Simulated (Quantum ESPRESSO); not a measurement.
## BN under changes of volume

One of the cells (9.145 Å³/atom); the others are scaled copies at fixed shape and fractional positions:

```
N B
1.0
     1.25112    0.72234    3.37293
    -1.25112    0.72234    3.37293
     0.00000   -1.44467    3.37293
N B
1 1
Cartesian
  0.0000 0.0000 6.7517
  0.0000 0.0000 0.0033
```

The cell is a database's computed one.

| Property | Result |
| --- | --- |
| Program | Quantum ESPRESSO 7.5 |
| Functional | PBEsol |
| Potentials or basis | GBRV 1.5 PBEsol |
| Cutoff | 612 eV |
| Density cutoff | 4898 eV |
| k mesh | 12 × 12 × 12 |
| Occupations | fermi-dirac, width 0.05 eV |
| Spin | no spin polarisation |

```tsv
volume (Å³/atom)	energy over the lowest point (meV/atom)	pressure (GPa)	gap on the mesh (eV)
8.596	?	?	?
8.779	14.47	11.7	4.23
8.962	4.20	6.2	4.21
9.145	0.00	1.1	4.19
9.328	1.35	-3.5	4.17
9.510	7.75	-7.8	4.14
9.693	18.77	-11.6	4.12
```

Question: What does the run at 8.596 Å³/atom give?

Answer: Energy over the lowest point 31.38 meV/atom; pressure 17.8 GPa; gap on the mesh 4.26 eV.

Worked out: A Birch-Murnaghan fit of order 3 (a polynomial in V^(-2/3)) to the other rows has its minimum at 9.19 Å³/atom with B0 = V·E''(V) = 239 GPa and B' = 3.6 at fixed shape and positions, which overstates the stiffness. It gives 31.42 meV/atom at 8.596 Å³/atom, against the run's 31.38, and -dE/dV = 17.9 GPa, against 17.8. A straight line through the other rows of the gap, of slope -1.12 eV per unit of ln V, extrapolates to 4.26 eV, against the run's 4.26.

Energies are extrapolated to zero smearing.

A mesh can miss the band edges.
